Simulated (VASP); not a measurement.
Input of a VASP 6.6.1 run:

The input INCAR:

```
SYSTEM = Si
ALGO = Fast
EDIFF = 1E-7
ENCUT = 520
GGA = PE
ISIF = 2
ISMEAR = 0
LASPH = .TRUE.
LCHARG = .FALSE.
LREAL = .FALSE.
LWAVE = .FALSE.
NBANDS = 16
NELM = 100
PREC = Accurate
SIGMA = 0.03
```

The input KPOINTS:

```
k-points
0
G
  10 10 10
  0 0 0
```

File POSCAR:

```
Si
1.0
   -3.3254442900      3.3254442900      1.9223856600
    3.3254442900     -3.3254442900      1.9223856600
    3.3254442900      3.3254442900     -1.9223856600
Si
4
Direct
    0.1788010600      0.1788010600      0.3576021200
    0.8211989400      0.8211989400      0.6423978800
    0.1788010600      0.8211989400      0.0000000000
    0.8211989400      0.1788010600      0.0000000000
```

Potentials or basis: VASP PAW PBE potentials, release 64 (Si).

The run is started by

```sh
$ cat potpaw_PBE.64/Si/POTCAR > POTCAR
$ mpirun -np 1 vasp_std > vasp.out
```

Problem. Estimate the band gap on the k mesh.

Solution. 0.36 eV, indirect (least direct gap 0.39 eV).

Problem. Predict the largest force.

Solution. 0.008 eV/Å.

Forces on the atoms (eV/Å):
```
Si  -0.006 -0.006  0.000
Si   0.006  0.006  0.000
Si   0.006 -0.006  0.000
Si  -0.006  0.006  0.000
```

A k mesh can miss the band edges. PBE gaps usually lie below the measured ones, often by a third to a half.
